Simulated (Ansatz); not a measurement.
# Cd: the cost of one run

Program: Ansatz 0.2.0. Level of theory: DFT, PBE, all-electron LAPW, scalar-relativistic. These are calculated values, not measurements.

## Step 1: The system as given

It takes space group P6_3/mmc (No. 194, hexagonal). Conventional cell: a = 2.979 Å, b = 2.979 Å, c = 5.618 Å, α = 90.00°, β = 90.00°, γ = 120.00°. Around Cd (site symmetry -6m2) lie 12 Cd at 2.98 to 3.29 Å.

Structure file:

```cif
data_structure
_symmetry_space_group_name_H-M 'P6_3/mmc'
_symmetry_Int_Tables_number 194
_cell_length_a 2.9789
_cell_length_b 2.9789
_cell_length_c 5.6177
_cell_angle_alpha 90.000
_cell_angle_beta 90.000
_cell_angle_gamma 120.000
_cell_volume 43.17
loop_
_atom_site_label
_atom_site_type_symbol
_atom_site_symmetry_multiplicity
_atom_site_Wyckoff_symbol
_atom_site_fract_x
_atom_site_fract_y
_atom_site_fract_z
_atom_site_occupancy
Cd1 Cd 2 c 0.33333 0.66667 0.25000 1
```

The file gives the conventional cell by its symmetry; the runs use the cell typed in the input.

The cell comes from a crystallographic database entry that wasn't checked; take it as a given geometry, which may be far from equilibrium.

Atoms are numbered in the order of the input: Cd1, Cd2.

## Step 2: With plane-wave cutoff typed as 150 eV

The input, input.yaml:

```yaml
crystal:
  lattice:
    - [2.9788725081, 0.0, 0.0]
    - [-1.489436254, 2.5797792666, 0.0]
    - [0.0, 0.0, 5.61765]
  atoms:
    - { symbol: Cd, position: [0.3333333333, 0.6666666667, 0.25] }
    - { symbol: Cd, position: [0.6666666667, 0.3333333333, 0.75] }
kpoints:
  mp_grid: { grid: [16, 16, 7] }
scf:
  occupations: { method: fermi_dirac, width: 0.05 }
hamiltonian:
  xc: pbe
  pseudopotentials: { kind: all_electron, lapw: { basis_error: 0.001 } }
output:
  forces: true
  stress: true
  eigenvalues: true
basis:
  ecutwfc: 150
```

Command:

```bash
$ ansatz run input.yaml --threads 1 --pin off --max-ram 2048MiB --backend cpu --events-out ev --progress --plain --runs-dir out
```

**Question.** How long does this run take on 1 thread of Arm Neoverse V1, shared host, and how much memory does it need?

About 16 s, with a peak of 0.38 GiB.
